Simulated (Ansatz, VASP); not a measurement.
Al: VASP beside Ansatz

Contents of POSCAR:

```
Al
1.0
    0.0000000000      2.0251003354      2.0251003354
    2.0251003354      0.0000000000      2.0251003354
    2.0251003354      2.0251003354      0.0000000000
Al
1
Direct
    0.0000000000      0.0000000000      0.0000000000
```

INCAR.step1

```
  PREC = Accurate
  ENCUT = 600
  ISMEAR = -1
  SIGMA = 0.08
  LREAL = F
  LASPH = T
  NELM = 100
  GGA = PE
  ALGO = Normal
  EDIFF = 1E-4
  LWAVE = T
  LCHARG = F
```

Contents of INCAR.step2:

```
  PREC = Accurate
  ENCUT = 600
  EDIFF = 1E-7
  ISMEAR = -1
  SIGMA = 0.08
  LREAL = F
  LASPH = T
  NELM = 100
  ALGO = Normal
  ISIF = 3
  LWAVE = F
  LCHARG = F
  METAGGA = R2SCAN
  LMIXTAU = T
  IBRION = 2
  NSW = 60
  EDIFFG = -0.005
  ISTART = 1
```

Contents of KPOINTS:

```
Automatic mesh
0
Gamma
  18 18 18
```

Input for Ansatz:

```yaml
crystal:
  lattice:
    - [0.0, 2.0251003354, 2.0251003354]
    - [2.0251003354, 0.0, 2.0251003354]
    - [2.0251003354, 2.0251003354, 0.0]
  atoms:
    - { symbol: Al, position: [0.0, 0.0, 0.0] }
kpoints:
  mp_grid: { grid: [18, 18, 18] }
scf:
  occupations: { method: fermi_dirac, width: 0.08 }
hamiltonian:
  xc: r2scan
  pseudopotentials: { kind: paw }
output:
  forces: true
  stress: true
relax:
  f_tol: 0.005
  max_steps: 40
  cell: {}
```

Alike in both runs: task relaxation of cell and atoms; functional r2SCAN; k mesh 18 × 18 × 18; occupations fermi-dirac, width 0.08 eV; no spin polarisation.

```csv
,VASP,Ansatz
version,VASP 6.6.1,Ansatz 0.2.0
potentials or method,"VASP PAW PBE potentials, release 64 (Al)","PAW with Ansatz's default frozen-core files, scalar-relativistic"
plane-wave cutoff (eV),600,500
valence electrons in the cell,3,3
```

|  | VASP | Ansatz | Ansatz less VASP |
| --- | --- | --- | --- |
| relaxed volume (Å³/atom) | 15.85 | 15.91 | +0.063 |
| relaxed cell length with the largest relative difference (Å) | 2.820 | 2.823 | +0.0037 |
| energy change over the relaxation (meV/atom) | -10 | -8 | +1.5 |

Caveats: the PAW data sets were made with another functional, which shifts forces and pressure a little (VASP).
